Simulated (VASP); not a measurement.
# Nb (Fm-3m) in VASP: notebook

The runs below take Nb through single point, relaxation of cell and atoms, with PBE.

Everything below comes from runs of VASP 6.6.1. Logs are shortened: lines on timing, memory, paths and dates and some standing lists are left out, and cuts for length are marked.

## 1. The structure

The structure is cubic, space group Fm-3m (No. 225). Conventional cell: a = 4.219 Å, b = 4.219 Å, c = 4.219 Å, α = 90.00°, β = 90.00°, γ = 90.00°. Nb (site symmetry m-3m) has 12 Nb at 2.98 Å as nearest neighbours.

This isn't the form of Nb at room conditions, which is bcc.

## 2. Single point, PBE

File INCAR:

```
  PREC = Accurate
  ENCUT = 520
  EDIFF = 1E-7
  ISMEAR = -1
  SIGMA = 0.05
  LREAL = False
  LASPH = True
  NELM = 100
  ALGO = Normal
  ISIF = 2
  LWAVE = False
  LCHARG = False
  GGA = PE
  NBANDS = 12
```

File KPOINTS:

```
Automatic mesh
0
Gamma
  17 17 17
```

File POSCAR:

```
Nb
1.0
    0.0000000000      2.1093293374      2.1093293374
    2.1093293374      0.0000000000      2.1093293374
    2.1093293374      2.1093293374      0.0000000000
Nb
1
Direct
    0.0000000000      0.0000000000      0.0000000000
```

Potentials or basis: VASP PAW PBE potentials, release 64 (Nb_sv).

Command:

```bash
$ cat potpaw_PBE.64/Nb_sv/POTCAR > POTCAR
$ mpirun -np 1 vasp_std > vasp.out
```

OUTCAR:

```text
PREC = Accurate
   ENCUT = 520
   EDIFF = 1E-7
   ISMEAR = -1
   LREAL = False
   LASPH = True
   NELM = 100
   ISIF = 2
   GGA = PE

 ion  position               nearest neighbor table
   1  0.000  0.000  0.000-

  LATTYP: Found a face centered cubic cell.
 ALAT       =     4.2186586748

  Lattice vectors:

 A1 = (   0.0000000000,   2.1093293374,   2.1093293374)
 A2 = (   2.1093293374,   0.0000000000,   2.1093293374)
 A3 = (   2.1093293374,   2.1093293374,   0.0000000000)

Analysis of symmetry for initial positions (statically):
=====================================================================
 Subroutine PRICEL returns:
 Original cell was already a primitive cell.

 Routine SETGRP: Setting up the symmetry group for a
 face centered cubic supercell.

 Subroutine GETGRP returns: Found 48 space group operations
 (whereof 48 operations were pure point group operations)
 out of a pool of 48 trial point group operations.

The static configuration has the point symmetry O_h .

Analysis of symmetry for dynamics (positions and initial velocities):
=====================================================================
 Subroutine PRICEL returns:
 Original cell was already a primitive cell.

 Routine SETGRP: Setting up the symmetry group for a
 face centered cubic supercell.

 Subroutine GETGRP returns: Found 48 space group operations
 (whereof 48 operations were pure point group operations)
 out of a pool of 48 trial point group operations.

The dynamic configuration has the point symmetry O_h .

 Subroutine INISYM returns: Found 48 space group operations
 (whereof 48 operations are pure point group operations),
 and found     1 'primitive' translations

----------------------------------------------------------------------------------------

                                     Primitive cell

  volume of cell :      18.7700

  direct lattice vectors                    reciprocal lattice vectors
     0.000000000  2.109329337  2.109329337    -0.237042168  0.237042168  0.237042168
     2.109329337  0.000000000  2.109329337     0.237042168 -0.237042168  0.237042168
     2.109329337  2.109329337  0.000000000     0.237042168  0.237042168 -0.237042168

  length of vectors
     2.983042156  2.983042156  2.983042156     0.410569079  0.410569079  0.410569079

  position of ions in fractional coordinates (direct lattice)
     0.000000000  0.000000000  0.000000000

  ion indices of the primitive-cell ions
   primitive index   ion index
                 1           1

[... 78 lines left out ...]
   ISYM   =      2    0-nonsym 1-usesym 2-fastsym
   POTIM  = 0.5000    time-step for ionic-motion
   TEBEG  =    0.0;   TEEND  =   0.0 temperature during run
   PSTRESS=    0.0 pullay stress
   NELECT =      13.0000    total number of electrons
   NUPDOWN=      -1.0000    fix difference up-down
   EMIN   =  10.00;   EMAX   =-10.00  energy-range for DOS
   EFERMI =   0.00;   METHOD = LEGACY
   ISMEAR =    -1;   SIGMA  =   0.05  broadening in eV -4-tet -1-fermi 0-gaus
   EFERMI_NEDOS =   21; number of points for ismear=-14 and -15
   IALGO  =     38    algorithm
   IMIX   =      4    mixing-type and parameters
     AMIX     =   0.40;   BMIX     =  1.00
     AMIX_MAG =   1.60;   BMIX_MAG =  1.00
  volume/ion in A,a.u.               =      18.77       126.67
  Fermi-wavevector in a.u.,A,eV,Ry     =   1.448443  2.737161 28.544867  2.097989
  Thomas-Fermi vector in A             =   2.566284
   LORBIT       =      0    0 simple, 1 ext, 2 COOP (PROOUT), +10 PAW based schemes
   GGA     = PE    functional components
   LHFCALC =     F    Hartree Fock is set to
   AEXX    =    0.0000 exact exchange contribution
   IVDW    =     0    specifies the selected vdW correction
   LEPSILON=     F    determine dielectric tensor
   LRPA    =     F    only Hartree local field effects (RPA)
 non-spin polarized calculation
  energy-cutoff  :      520.00
  volume of cell :       18.77
 maximum number of plane-waves:       531
   NGX = 11   NGY = 11   NGZ = 11

 number of electron      13.0000001 magnetization

 Free energy of the ion-electron system (eV)
  ---------------------------------------------------
  ext. energy  EPLUGINS =         0.00000000
  ---------------------------------------------------
  free energy    TOTEN  =        -9.89888924 eV

  energy without entropy =       -9.88572995  energy(sigma->0) =       -9.89230959

 E-fermi :  10.9672     XC(G=0): -12.2914

 val. band max:       10.9668139172   @ k =   0.0588   0.0000   0.0000
 cond. band min:      10.9805638871   @ k =   0.3529   0.2353   0.0588
 fundamental gap:      0.0137499699
 Fermi energy:        10.9672131552

 k-point     1 :       0.0000    0.0000    0.0000
  band No.  band energies     occupation
      1     -43.8300      2.00000
      2     -19.2176      2.00000
      3     -19.2176      2.00000
      4     -19.2176      2.00000
      5       4.7382      2.00000
      6      11.0684      0.23363
      7      11.0684      0.23363
      8      11.0684      0.23363
      9      13.6612      0.00000
     10      13.6612      0.00000
     11      22.7844      0.00000
     12      27.5606      0.00000
[... 331 lines left out ...]
 k-point    24 :      -0.1176    0.0588    0.0000
  band No.  band energies     occupation
      1     -43.7916      2.00000
      2     -19.4545      2.00000
      3     -19.2776      2.00000
      4     -19.2365      2.00000
      5       5.5125      2.00000
      6      10.5119      1.99978
      7      11.3934      0.00040
      8      11.4046      0.00032
      9      13.1681      0.00000
     10      13.6930      0.00000
     11      24.2297      0.00000
     12      25.5772      0.00000

 [... further k-points ...]

------------------------ aborting loop because EDIFF is reached ----------------------------------------

  FORCE on cell =-STRESS in cart. coord.  units (eV):
  Direction    XX          YY          ZZ          XY          YZ          ZX
  --------------------------------------------------------------------------------------
  -------------------------------------------------------------------------------------
  Total       -0.0395845     -0.0395845     -0.0395845      0.0000000      0.0000000     -0.0000000
  in kB       -3.3788777     -3.3788777     -3.3788777      0.0000000      0.0000000     -0.0000000
  external PRESSURE =      -3.3788777 kB  Pullay stress =       0.0000000 kB

 VOLUME and BASIS-vectors are now :
 -----------------------------------------------------------------------------
  energy-cutoff  :      520.00
  volume of cell :       18.77
      direct lattice vectors                 reciprocal lattice vectors
     0.000000000  2.109329337  2.109329337    -0.237042168  0.237042168  0.237042168
     2.109329337  0.000000000  2.109329337     0.237042168 -0.237042168  0.237042168
     2.109329337  2.109329337  0.000000000     0.237042168  0.237042168 -0.237042168

 POSITION                                       TOTAL-FORCE (eV/Angst)
 -----------------------------------------------------------------------------------
      0.00000      0.00000      0.00000         0.000000     -0.000000     -0.000000
 -----------------------------------------------------------------------------------
    total drift:                                0.000000      0.000000     -0.000000

  FREE ENERGIE OF THE ION-ELECTRON SYSTEM (eV)
  ---------------------------------------------------
  free  energy   TOTEN  =        -9.8988892355 eV

  energy  without entropy=       -9.8857299457  energy(sigma->0) =       -9.89230959
```

OSZICAR:

```text
N       E                     dE             d eps       ncg     rms          rms(c)
DAV:   1     0.116293022817E+03    0.11629E+03   -0.72576E+03  3960   0.108E+03
DAV:   2    -0.546912035873E+01   -0.12176E+03   -0.11745E+03  4328   0.385E+02
DAV:   3    -0.100726417748E+02   -0.46035E+01   -0.44083E+01  5748   0.654E+01
DAV:   4    -0.103540573500E+02   -0.28142E+00   -0.27930E+00  5564   0.148E+01
DAV:   5    -0.103653293067E+02   -0.11272E-01   -0.11268E-01  5884   0.240E+00    0.663E+00
DAV:   6    -0.994464534542E+01    0.42068E+00   -0.66084E-01  6300   0.101E+01    0.235E+00
DAV:   7    -0.989419632513E+01    0.50449E-01   -0.20347E-01  6468   0.557E+00    0.101E+00
DAV:   8    -0.989883752219E+01   -0.46412E-02   -0.12985E-02  4724   0.150E+00    0.498E-02
DAV:   9    -0.989887597724E+01   -0.38455E-04   -0.96377E-04  6692   0.335E-01    0.394E-02
DAV:  10    -0.989889375277E+01   -0.17776E-04   -0.16469E-05  4760   0.573E-02    0.149E-02
DAV:  11    -0.989888931956E+01    0.44332E-05   -0.76778E-06  5024   0.474E-02    0.249E-03
DAV:  12    -0.989888923547E+01    0.84087E-07   -0.55589E-07  6108   0.661E-03
   1 F= -.98988892E+01 E0= -.98923096E+01  d E =-.131593E-01
```

stdout:

```text
POSCAR found type information on POSCAR Nb
 POSCAR found :  1 types and       1 ions
 scaLAPACK will be used
 LDA part: xc-table for (Slater+PW92), standard interpolation
 POSCAR, INCAR and KPOINTS ok, starting setup
 FFT: planning ... GRIDC
 FFT: planning ... GRID_SOFT
 FFT: planning ... GRID
 WAVECAR not read
 entering main loop
```

It took 18 s on 1 thread of Intel Xeon Platinum 8488C (Sapphire Rapids), shared host; peak memory 0.16 GiB.

Results:

* Free energy: -9.8989 eV
* Pressure: -0.3 GPa
* Band gap on the k mesh: none (metal or under the smearing width)

## 3. Relaxation of cell and atoms, PBE

File INCAR:

```
SYSTEM = Nb
  PREC = Accurate
  ENCUT = 600
  EDIFF = 1E-6
  ISMEAR = -1
  SIGMA = 0.05
  LREAL = .FALSE.
  LASPH = .TRUE.
  NELM = 100
  ALGO = Normal
  ISIF = 3
  LWAVE = .FALSE.
  LCHARG = .FALSE.
  GGA = PE
  IBRION = 2
  NSW = 45
  EDIFFG = -0.005
```

File KPOINTS:

```
Automatic mesh
0
G
  17 17 17
  0 0 0
```

POSCAR is that of step 2.

Potentials or basis: VASP PAW PBE potentials, release 64 (Nb_sv).

Command:

```bash
$ cat potpaw_PBE.64/Nb_sv/POTCAR > POTCAR
$ mpirun -np 1 vasp_std > vasp.out
```

Wall time 33 s (1 thread of Intel Xeon Platinum 8488C (Sapphire Rapids), shared host); peak memory 0.17 GiB.

It converged, with:

```yaml
Free_energy: -9.8988 eV
Relaxed_volume: 18.73 Å³/atom
Relaxed_cell: a = 2.981 Å, b = 2.981 Å, c = 2.981 Å, α = 60.00°, β = 60.00°, γ = 60.00°
Space_group_after_relaxing_to_0.05_Å: Fm-3m (No. 225)
Energy_gained_by_relaxing: 0.0 meV/atom
Ionic_steps: 3
Pressure_after_relaxing: 0.0 GPa
Band_gap_on_the_k_mesh: none (metal or under the smearing width)
```

Final structure:
```xyz
1
Lattice="0.0000 2.1079 2.1079 2.1079 0.0000 2.1079 2.1079 2.1079 0.0000" Properties=species:S:1:pos:R:3 pbc="T T T"
Nb    0.0000    0.0000    0.0000
```

Levels at points of the mesh, in eV from the Fermi level:
| k point | band 2 | band 3 | band 4 | band 5 | band 6 | band 7 | band 8 | band 9 | band 10 |
| --- | --- | --- | --- | --- | --- | --- | --- | --- | --- |
| (0.00, 0.00, 0.00) | -30.18 | -30.18 | -30.18 | -6.23 | 0.10 | 0.10 | 0.10 | 2.70 | 2.70 |
